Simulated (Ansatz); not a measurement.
Take a crystal in which Mg has been replaced by Zn on all its sites, with the cell rescaled by a rough guess (in some cases also distorted within its space group) and nothing relaxed:

```yaml
crystal:
  lattice:
    - [2.97882, 0.00000, 0.00000]
    - [-1.48941, 2.57974, 0.00000]
    - [0.00000, 0.00000, 4.83619]
  atoms:
    - { symbol: Zn, position: [0.33333, 0.66667, 0.25000] }
    - { symbol: Zn, position: [0.66667, 0.33333, 0.75000] }
```

These are results of Ansatz 0.2.0, DFT PBE, scalar-relativistic, plane waves, PAW, not measurements.

Cutoff 420 eV; k points 18×18×10 on the computed 2-atom cell (Γ-centred); Gaussian smearing, width 0.10 eV; no spin polarisation.

(1) Will this cell want to expand or contract, and how hard?

(2) Is it a metal on this mesh?

Answers

(1) The pressure is -8.3 GPa (positive in compression), so the cell would contract.

(2) Yes, a band crosses the Fermi level.